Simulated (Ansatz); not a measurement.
# The perfect armchair graphene nanoribbon (N = 12, H edges)

Wanted: the relaxed geometry and the bands of the armchair graphene nanoribbon (N = 12, H edges).

Main program and level: Ansatz 0.2.0; DFT PBE, plane waves, PAW; relaxation of a wire's period, in the first sound run; inputs show where later runs differ.

## Step 1: The starting structure

The cell holds 28 atoms: 24 C and 4 H. Its edges and angles: a = 22.381 Å, b = 7.000 Å, c = 4.260 Å, α = 90.0°, β = 90.0°, γ = 90.0°. Vacuum lies along a and b. The structure's axis is c.

## Step 2: Relaxing the period

Band widths follow the bond lengths, so the wire is relaxed first. The atoms and the third cell vector are free; the box across stays fixed as vacuum. A Fermi-Dirac smearing is set since the result may be a metal. The pressure printed is a third of the stress's trace over the whole box, vacuum included; only the stress along the axis is relaxed.

input.yaml reads:

```yaml
crystal:
  lattice:
    - [22.381, 0.0, 0.0]
    - [0.0, 7.0, 0.0]
    - [0.0, 0.0, 4.26]
  atoms:
    - { symbol: C, position: [0.197785943, 0.5, 0.0] }
    - { symbol: C, position: [0.307678805, 0.5, 0.0] }
    - { symbol: C, position: [0.417571667, 0.5, 0.0] }
    - { symbol: C, position: [0.527464529, 0.5, 0.0] }
    - { symbol: C, position: [0.637357391, 0.5, 0.0] }
    - { symbol: C, position: [0.747250253, 0.5, 0.0] }
    - { symbol: C, position: [0.197785943, 0.5, 0.333333333] }
    - { symbol: C, position: [0.307678805, 0.5, 0.333333333] }
    - { symbol: C, position: [0.417571667, 0.5, 0.333333333] }
    - { symbol: C, position: [0.527464529, 0.5, 0.333333333] }
    - { symbol: C, position: [0.637357391, 0.5, 0.333333333] }
    - { symbol: C, position: [0.747250253, 0.5, 0.333333333] }
    - { symbol: H, position: [0.843599981, 0.5, 0.374413146] }
    - { symbol: H, position: [0.156382646, 0.5, 0.458920188] }
    - { symbol: C, position: [0.252732374, 0.5, 0.5] }
    - { symbol: C, position: [0.362625236, 0.5, 0.5] }
    - { symbol: C, position: [0.472518098, 0.5, 0.5] }
    - { symbol: C, position: [0.58241096, 0.5, 0.5] }
    - { symbol: C, position: [0.692303822, 0.5, 0.5] }
    - { symbol: C, position: [0.802196684, 0.5, 0.5] }
    - { symbol: C, position: [0.252732374, 0.5, 0.833333333] }
    - { symbol: C, position: [0.362625236, 0.5, 0.833333333] }
    - { symbol: C, position: [0.472518098, 0.5, 0.833333333] }
    - { symbol: C, position: [0.58241096, 0.5, 0.833333333] }
    - { symbol: C, position: [0.692303822, 0.5, 0.833333333] }
    - { symbol: C, position: [0.802196684, 0.5, 0.833333333] }
    - { symbol: H, position: [0.156382646, 0.5, 0.874413146] }
    - { symbol: H, position: [0.843599981, 0.5, 0.958920188] }
kpoints:
  mp_grid: { grid: [1, 1, 19] }
scf:
  occupations: { method: fermi_dirac, width: 0.05 }
hamiltonian:
  xc: pbe
relax:
  cell: { fix: [a, b, alpha, beta, gamma] }
  max_steps: 45
  f_tol: 0.03
```

Command:

```console
$ ansatz run input.yaml --threads 4 --pin off --max-ram 16384MiB --backend cpu --events-out ev --progress --plain --runs-dir out
```

Numbers of over 12 decimals in the logs are rounded to 6 here.

Output:

```text
Engine: ansatz 0.2.0, aarch64-unknown-linux-gnu
Pseudopotentials: kind: paw
Pseudopotential: C, paw, valence charge 4, recommended cutoff 420 eV (normal), C.paw.azcp
Pseudopotential: H, paw, valence charge 1, recommended cutoff 420 eV (normal), H.paw.azcp
Functional definition: PBE
  parameter kappa = 0.804
  parameter beta = 0.066725
  exchange = pbe_x(kappa = kappa, mu = beta*pi^2/3)
  correlation = pbe_c(beta = beta)
Crystal: 28 atoms, lattice volume = 667.401 Å³
Basis set: ecut = 420 eV, 13059 PW (Γ), exchange–correlation on 300×96×60 points (8 copies of the dense FFT grid, shifted against one another)
Bands: 78, of which v1, the nominal top of the filled ones, is band 50 counted from 1 (49 counted from 0)
Symmetry: 8 space group operations
Space group: Pmma (ITA 51), of the structure as read, at distance tolerance 8.7e-5 Å
k-points: 10 of 19
Non-local potential: C, projectors of the file, l = 0: 2, l = 1: 2, l = 2: 1
Non-local potential: H, projectors of the file, l = 0: 2, l = 1: 1
PAW form: soft (Blöchl's): semilocal exchange-correlation on the pseudo side does not see the compensation charge
PAW one-centre angular grid: C, 110 points (default); XC on 64 Gauss nodes
PAW one-centre angular grid: H, 110 points (default); XC on 64 Gauss nodes
Initial density: superposition of atomic densities (neutral atoms: chi_scale 0, normalization atom), corrected by the library's trained network
Initial wavefunctions: pseudopotential atomic-orbital guess
Functional: x = pbe(κ = 0.804, μ = 0.219515), c = pbe(β = 0.066725)
SCF iter   1: F=—  HF=-6085.622365 eV  |F-HF|=—  |Δ(HF+E_count)|=         —  Δρ=2.55e-3  dr2=1.43e-1  ethr=1.77e-3  ⟨swp⟩=10.3  Hψ=4652  notcnv=0  defer=140
preconditioner: auto → Resta (q_TF=auto, 1.988 Å⁻¹)  ε∞=2.0  [insulator: Δε(μ)=0.531 eV  Ē_g=14.386 eV  σ=0.050 eV  W_gap=0.99  n_scr=100 (ndim 8)  ℏωp=14.4 eV  f_vac=0.593  D(μ)=0.02/eV (n_scr^D=0)  ε∞_Penn≈2.0  vacuum switching on, ρ_ref=1.5e-2 e/Å³]
SCF iter   2: F=—  HF=-6085.602524 eV  |F-HF|=—  |Δ(HF+E_count)|=   1.98e-2  Δρ=2.04e-3  dr2=7.63e-2  ethr=1.43e-4  ⟨swp⟩=2.0  Hψ=1225  notcnv=0  defer=208
SCF iter   3: F=—  HF=-6085.592085 eV  |F-HF|=—  |Δ(HF+E_count)|=   1.04e-2  Δρ=1.01e-3  dr2=1.28e-2  ethr=7.63e-5  ⟨swp⟩=2.0  Hψ=884  notcnv=0  defer=208
SCF iter   4: F=—  HF=-6085.590949 eV  |F-HF|=—  |Δ(HF+E_count)|=   1.14e-3  Δρ=4.41e-4  dr2=1.98e-3  ethr=1.28e-5  ⟨swp⟩=2.1  Hψ=1051  notcnv=0  defer=209
SCF iter   5: F=—  HF=-6085.591790 eV  |F-HF|=—  |Δ(HF+E_count)|=   8.42e-4  Δρ=1.41e-4  dr2=9.90e-5  ethr=1.98e-6  ⟨swp⟩=2.3  Hψ=980  notcnv=0  defer=209
SCF iter   6: F=—  HF=-6085.592082 eV  |F-HF|=—  |Δ(HF+E_count)|=   2.92e-4  Δρ=4.97e-5  dr2=1.38e-5  ethr=9.90e-8  ⟨swp⟩=2.1  Hψ=1199  notcnv=0  defer=209
SCF iter   7: F=—  HF=-6085.592092 eV  |F-HF|=—  |Δ(HF+E_count)|=   1.02e-5  Δρ=1.29e-5  dr2=1.34e-6  ethr=1.38e-8  ⟨swp⟩=2.1  Hψ=949  notcnv=0  defer=209
SCF iter   8: F=-6085.592092 eV  HF=-6085.592092 eV  |F-HF|=3.51e-7  |Δ(HF+E_count)|=   1.83e-7  Δρ=4.05e-6  dr2=6.69e-8  ethr=1.00e-10  ⟨swp⟩=3.4  Hψ=2751  notcnv=0
SCF 1 converged in 8 iterations: F = -6085.592092 eV  dr2 = 6.69e-8
  greatest PAW one-centre occupation: 0.674 electrons in one spin orbital (limit 2), on the C atom at site 24 (counted from 0), in its partial waves of l = 0
relax step   1: F+E_penalty+E_count = -6085.59209222 eV  Δ(F+E_penalty+E_count) = +0.000e0 eV  max|allowed force component| = 2.321e0 eV/Å  Δτ_max = 0.0000 Å  P = +0.662 GPa  Ω = 667.401 Å³  fix = [a, b, alpha, beta, gamma]  reactions: a +0.599, b +0.112 GPa  (8 SCF iters, dr2 threshold 1.00e-7 eV, accepted)
Crystal: 28 atoms, lattice volume = 671.253 Å³
Basis set: ecut = 420 eV, 13131 PW (Γ), exchange–correlation on 300×96×60 points (8 copies of the dense FFT grid, shifted against one another)
Initial density: handed on by an earlier stage of this run
Initial wavefunctions: those handed on with the density
iter 1 solved again at ethr=8.13e-5 eV; its pass at ethr=3.10e-3 eV (dr2=8.13e-2 eV) is discarded
SCF iter   1: F=—  HF=-6085.812965 eV  |F-HF|=—  |Δ(HF+E_count)|=         —  Δρ=3.96e-3  dr2=8.36e-2  ethr=8.13e-5  ⟨swp⟩=5.4  Hψ=3345  notcnv=0  defer=1
preconditioner: auto → Resta (q_TF=auto, 1.986 Å⁻¹)  ε∞=2.0  [insulator: Δε(μ)=0.576 eV  Ē_g=14.070 eV  σ=0.050 eV  W_gap=0.99  n_scr=100 (ndim 8)  ℏωp=14.3 eV  f_vac=0.597  D(μ)=0.01/eV (n_scr^D=0)  ε∞_Penn≈2.0  vacuum switching on, ρ_ref=1.4e-2 e/Å³]
SCF iter   2: F=—  HF=-6085.794438 eV  |F-HF|=—  |Δ(HF+E_count)|=   1.85e-2  Δρ=1.67e-3  dr2=1.88e-2  ethr=8.13e-5  ⟨swp⟩=3.6  Hψ=1449  notcnv=0  defer=11
SCF iter   3: F=—  HF=-6085.793600 eV  |F-HF|=—  |Δ(HF+E_count)|=   8.38e-4  Δρ=8.59e-4  dr2=1.27e-2  ethr=1.88e-5  ⟨swp⟩=2.8  Hψ=1275  notcnv=0  defer=19
SCF iter   4: F=—  HF=-6085.791844 eV  |F-HF|=—  |Δ(HF+E_count)|=   1.76e-3  Δρ=3.31e-4  dr2=6.97e-4  ethr=1.27e-5  ⟨swp⟩=2.0  Hψ=863  notcnv=0  defer=20
SCF iter   5: F=—  HF=-6085.791992 eV  |F-HF|=—  |Δ(HF+E_count)|=   1.48e-4  Δρ=1.15e-4  dr2=5.66e-5  ethr=6.97e-7  ⟨swp⟩=2.0  Hψ=1008  notcnv=0  defer=23
SCF iter   6: F=—  HF=-6085.792005 eV  |F-HF|=—  |Δ(HF+E_count)|=   1.32e-5  Δρ=3.22e-5  dr2=6.73e-6  ethr=5.66e-8  ⟨swp⟩=2.0  Hψ=943  notcnv=0  defer=23
SCF iter   7: F=-6085.792006 eV  HF=-6085.792006 eV  |F-HF|=1.17e-7  |Δ(HF+E_count)|=   1.28e-6  Δρ=1.01e-5  dr2=7.38e-7  ethr=2.80e-9  ⟨swp⟩=4.6  Hψ=2363  notcnv=0
SCF 2 converged in 7 iterations: F = -6085.792006 eV  dr2 = 7.38e-7
  greatest PAW one-centre occupation: 0.676 electrons in one spin orbital (limit 2), on the C atom at site 25 (counted from 0), in its partial waves of l = 0
relax step   2: F+E_penalty+E_count = -6085.79200632 eV  Δ(F+E_penalty+E_count) = -1.999e-1 eV  max|allowed force component| = 6.879e-1 eV/Å  Δτ_max = 0.0439 Å  P = +0.205 GPa  Ω = 671.253 Å³  energy of the carried Pulay correction = -4.460e-3 eV  fix = [a, b, alpha, beta, gamma]  reactions: a +0.326, b +0.104 GPa  (7 SCF iters, dr2 threshold 2.80e-6 eV, accepted)
Crystal: 28 atoms, lattice volume = 672.005 Å³
Basis set: ecut = 420 eV, 13159 PW (Γ), exchange–correlation on 300×96×60 points (8 copies of the dense FFT grid, shifted against one another)
iter 1 solved again at ethr=1.27e-5 eV; its pass at ethr=3.10e-3 eV (dr2=1.27e-2 eV) is discarded
SCF iter   1: F=—  HF=-6085.812671 eV  |F-HF|=—  |Δ(HF+E_count)|=         —  Δρ=1.63e-3  dr2=1.29e-2  ethr=1.27e-5  ⟨swp⟩=3.2  Hψ=3027  notcnv=0  defer=1
[...]
relax step   4: F+E_penalty+E_count = -6085.80958305 eV  Δ(F+E_penalty+E_count) = -1.450e-4 eV  max|allowed force component| = 1.814e-2 eV/Å  Δτ_max = 0.0019 Å  P = +0.031 GPa  Ω = 672.139 Å³  energy of the carried Pulay correction = -5.483e-3 eV  fix = [a, b, alpha, beta, gamma]  reactions: a -0.008, b +0.103 GPa  (5 SCF iters, dr2 threshold 2.86e-7 eV, accepted)
Initial wavefunctions: pseudopotential atomic-orbital guess (no wavefunctions were taken with the density)
iter 1 solved again at ethr=4.23e-7 eV; its pass at ethr=3.10e-3 eV (dr2=4.23e-4 eV) is discarded
SCF iter   1: F=—  HF=-6085.814498 eV  |F-HF|=—  |Δ(HF+E_count)|=         —  Δρ=4.22e-5  dr2=1.08e-6  ethr=4.23e-7  ⟨swp⟩=14.1  Hψ=9952  notcnv=0  defer=14
preconditioner: auto → Resta (q_TF=auto, 1.986 Å⁻¹)  ε∞=2.0  [insulator: Δε(μ)=0.602 eV  Ē_g=14.080 eV  σ=0.050 eV  W_gap=1.00  n_scr=100 (ndim 8)  ℏωp=14.3 eV  f_vac=0.596  D(μ)=0.01/eV (n_scr^D=0)  ε∞_Penn≈2.0  vacuum switching on, ρ_ref=1.4e-2 e/Å³]
SCF iter   2: F=—  HF=-6085.815104 eV  |F-HF|=—  |Δ(HF+E_count)|=   6.06e-4  Δρ=2.14e-5  dr2=2.72e-7  ethr=1.08e-9  ⟨swp⟩=3.2  Hψ=1641  notcnv=0  defer=10
SCF iter   3: F=—  HF=-6085.815336 eV  |F-HF|=—  |Δ(HF+E_count)|=   2.32e-4  Δρ=3.46e-6  dr2=1.57e-7  ethr=2.72e-10  ⟨swp⟩=2.3  Hψ=1150  notcnv=0  defer=10
SCF iter   4: F=—  HF=-6085.815341 eV  |F-HF|=—  |Δ(HF+E_count)|=   5.03e-6  Δρ=1.07e-6  dr2=2.48e-8  ethr=1.57e-10  ⟨swp⟩=2.0  Hψ=878  notcnv=0  defer=10
SCF iter   5: F=—  HF=-6085.815341 eV  |F-HF|=—  |Δ(HF+E_count)|=   3.40e-7  Δρ=4.85e-7  dr2=1.21e-9  ethr=2.48e-11  ⟨swp⟩=2.0  Hψ=827  notcnv=0  defer=10
SCF iter   6: F=—  HF=-6085.815341 eV  |F-HF|=—  |Δ(HF+E_count)|=   1.26e-9  Δρ=1.72e-7  dr2=5.22e-10  ethr=1.00e-12  ⟨swp⟩=5.0  Hψ=2601  notcnv=0
SCF iter   7: F=-6085.815341 eV  HF=-6085.815341 eV  |F-HF|=3.38e-9  |Δ(HF+E_count)|=   1.17e-9  Δρ=6.22e-8  dr2=2.20e-11  ethr=1.00e-12  ⟨swp⟩=4.3  Hψ=2238  notcnv=0
SCF 5 converged in 7 iterations: F = -6085.815341 eV  dr2 = 2.20e-11
relax step   5: F+E_penalty+E_count = -6085.81534093 eV  Δ(F+E_penalty+E_count) = -5.758e-3 eV  max|allowed force component| = 1.883e-2 eV/Å  Δτ_max = 0.0000 Å  P = +0.041 GPa  Ω = 672.139 Å³  fix = [a, b, alpha, beta, gamma]  reactions: a -0.011, b +0.126 GPa  stress off target by 9.13e-3 GPa on what of the cell is left free  SCF on the basis re-selected at this cell (its energy is not comparable with the rows above)  (7 SCF iters)
basis re-selected at this cell: Δ(F+E_penalty+E_count) = -5.758e-3 eV, ΔP = +0.011 GPa vs the last step (what re-selecting the basis moved, of the pressure what is left beyond the Pulay correction that the steps carried, after the strain that the cell walked since its last selection, with what the two solves' SCF thresholds leave and, on support functions, any second-order correction that the steps lacked; it is no m [...]
SCF converged after 7 iterations
Free energy (F): -6085.815341 eV
Harris-Foulkes:  -6085.815341 eV  (|F-HF|=3.38e-9)
Internal energy: -6085.815158 eV  (E = F + TS)
E sigma→0 (E₀):  -6085.815250 eV
Entropy (-TS):   -0.000183 eV (-0.007 meV/atom)
Fermi energy:    -0.369900 eV
--- Per-component energies (eV) ---
  E_band       = -933.634278
  E_kinetic    = 2231.929284
  E_local      = -21764.447673  (includes V_loc(G=0)·N_el)
  E_nonlocal   = 662.096956
  E_hartree    = 9786.137978
  E_xc         = -1185.930480
  E_vxc        = -1469.616811  (∫ρ·V_xc dr)
  E_paw        = -2386.352060  (= ΣΔE_a)
  E_vpaw       = -165.866850  (= ΣTr[D̂ρ^β])
  E_aug_tail   = -0.005392  (compensation charges beyond the density's cutoff)
  E_ewald      = 6570.756229
  E_smearing   = -0.000183  (= −TS)
  E_closure    = -0.000000  (closes the sum)
  Σ components = -6085.815341   (vs F -6085.815341, Δ=0.00e0)
--- Forces (eV/Å), atoms counted from 1 ---
  atom   1  C     -0.00273382     0.00000000     0.00108520
  atom   2  C     -0.00695282     0.00000000    -0.00492532
  atom   3  C     -0.00027579     0.00000000    -0.01648532
  atom   4  C      0.00765390    -0.00000000    -0.00520256
  atom   5  C     -0.00753872     0.00000000    -0.00447739
  atom   6  C     -0.00154063     0.00000000    -0.01883384
  atom   7  C     -0.00273382     0.00000000    -0.00108520
  atom   8  C     -0.00695282     0.00000000     0.00492532
  atom   9  C     -0.00027579     0.00000000     0.01648532
  atom  10  C      0.00765390    -0.00000000     0.00520256
  atom  11  C     -0.00753872     0.00000000     0.00447739
  atom  12  C     -0.00154063     0.00000000     0.01883384
  atom  13  H     -0.00429656     0.00000000    -0.00134854
  atom  14  H      0.00429656     0.00000000     0.00134854
  atom  15  C      0.00154063     0.00000000    -0.01883384
  atom  16  C      0.00753872     0.00000000    -0.00447739
  atom  17  C     -0.00765390    -0.00000000    -0.00520256
  atom  18  C      0.00027579     0.00000000    -0.01648532
  atom  19  C      0.00695282     0.00000000    -0.00492532
  atom  20  C      0.00273382     0.00000000     0.00108520
  atom  21  C      0.00154063     0.00000000     0.01883384
  atom  22  C      0.00753872     0.00000000     0.00447739
  atom  23  C     -0.00765390    -0.00000000     0.00520256
  atom  24  C      0.00027579     0.00000000     0.01648532
  atom  25  C      0.00695282     0.00000000     0.00492532
  atom  26  C      0.00273382     0.00000000    -0.00108520
  atom  27  H      0.00429656     0.00000000    -0.00134854
  atom  28  H     -0.00429656     0.00000000     0.00134854
  max |Σ_I F_I| component: 6.51e-18 eV/Å
--- Stress (GPa, compression-positive) ---
       -0.010924       0.000000       0.000000
        0.000000       0.126212       0.000000
        0.000000       0.000000       0.009127
  P = ⅓ Tr σ = 0.0415 GPa (0.415 kbar)
--- Relaxed structure (4 steps of the walk, 4 accepted, 1 SCFs on fresh bases) ---
  F+E_penalty+E_count = -6085.81534093 eV   max|allowed force component| = 1.883e-2 eV/Å   (the final SCF, on the basis selected at the relaxed cell)
  cell:  # Å, volume = 672.1387 Å³
    - [22.381, 0.0, 0.0]
    - [0.0, 7.0, 0.0]
    - [0.0, 0.0, 4.290238]
  atoms:
    - { symbol: C, position: [0.198437, 0.5, 0.00680976] }
    - { symbol: C, position: [0.307162, 0.5, -2.9031233443529566e-5] }
    - { symbol: C, position: [0.417439, 0.5, -0.000451174] }
    - { symbol: C, position: [0.527601, 0.5, 0.000254126] }
    - { symbol: C, position: [0.637506, 0.5, 0.000607433] }
    - { symbol: C, position: [0.747797, 0.5, -0.00124203] }
    - { symbol: C, position: [0.198437, 0.5, 0.326524] }
    - { symbol: C, position: [0.307162, 0.5, 0.333362] }
    - { symbol: C, position: [0.417439, 0.5, 0.333785] }
    - { symbol: C, position: [0.527601, 0.5, 0.333079] }
    - { symbol: C, position: [0.637506, 0.5, 0.332726] }
    - { symbol: C, position: [0.747797, 0.5, 0.334575] }
    - { symbol: H, position: [0.844378, 0.5, 0.386943] }
    - { symbol: H, position: [0.155622, 0.5, 0.446390] }
    - { symbol: C, position: [0.252203, 0.5, 0.498758] }
    - { symbol: C, position: [0.362494, 0.5, 0.500607] }
    - { symbol: C, position: [0.472399, 0.5, 0.500254] }
    - { symbol: C, position: [0.582561, 0.5, 0.499549] }
    - { symbol: C, position: [0.692838, 0.5, 0.499971] }
    - { symbol: C, position: [0.801563, 0.5, 0.506810] }
    - { symbol: C, position: [0.252203, 0.5, 0.834575] }
    - { symbol: C, position: [0.362494, 0.5, 0.832726] }
    - { symbol: C, position: [0.472399, 0.5, 0.833079] }
    - { symbol: C, position: [0.582561, 0.5, 0.833785] }
    - { symbol: C, position: [0.692838, 0.5, 0.833362] }
    - { symbol: C, position: [0.801563, 0.5, 0.826524] }
    - { symbol: H, position: [0.155622, 0.5, 0.886943] }
    - { symbol: H, position: [0.844378, 0.5, 0.946390] }
```

It took 38 s on 4 threads of Arm Neoverse V2, shared host; peak memory 1.6 GiB; 2.5 min of CPU time.

The steps of the relaxation:

```
step  energy less that of the first step (eV)  largest force component (eV/Å)  pressure (GPa)  volume (Å³)
   1                                   0.0000                          2.3208            0.66       667.40
   2                                  -0.1999                          0.6879            0.20       671.25
   3                                  -0.2173                          0.0677            0.07       672.00
   4                                  -0.2175                          0.0181            0.03       672.14
  5*                                  -0.2232                          0.0188            0.04       672.14
```

Relaxation steps marked * repeat the geometry before them on a plane-wave basis chosen anew for their cell, so energy and pressure can jump there.

The run keeps the 8 symmetry operations that it works with, so distortions that break them were not tested.

```
cell as run  before  after  change
      c (Å)   4.260  4.290  +0.7 %
```

The atoms that moved most (Å, along periodic axes as changes of fractional coordinates times the final cell, across vacuum about the mean position):

```csv
atom,dx,dy,dz,length
H14,-0.017,0.000,-0.054,0.056
H28,0.017,0.000,-0.054,0.056
H13,0.017,0.000,0.054,0.056
H27,-0.017,0.000,0.054,0.056
C1,0.014,0.000,0.029,0.033
C20,-0.014,0.000,0.029,0.033
C7,0.014,0.000,-0.029,0.033
C26,-0.014,0.000,-0.029,0.033
```

This step gave:

- energy at zero smearing: -6085.8152 eV
- cell length along the wire: 4.290 Å

The cell's length comes to 4.290 Å with spin left out.

(Continued in part 2 of 3.)

[Logs are printed without paths, hosts, clocks, repeated set-up lines and the standing remarks that a program may print on its own settings, such as how far it seeks lower states.]

[Hosts, paths, dates, database ids (printed as entryN), source tags and the programs' standing remarks are cut or masked in the printed files.]
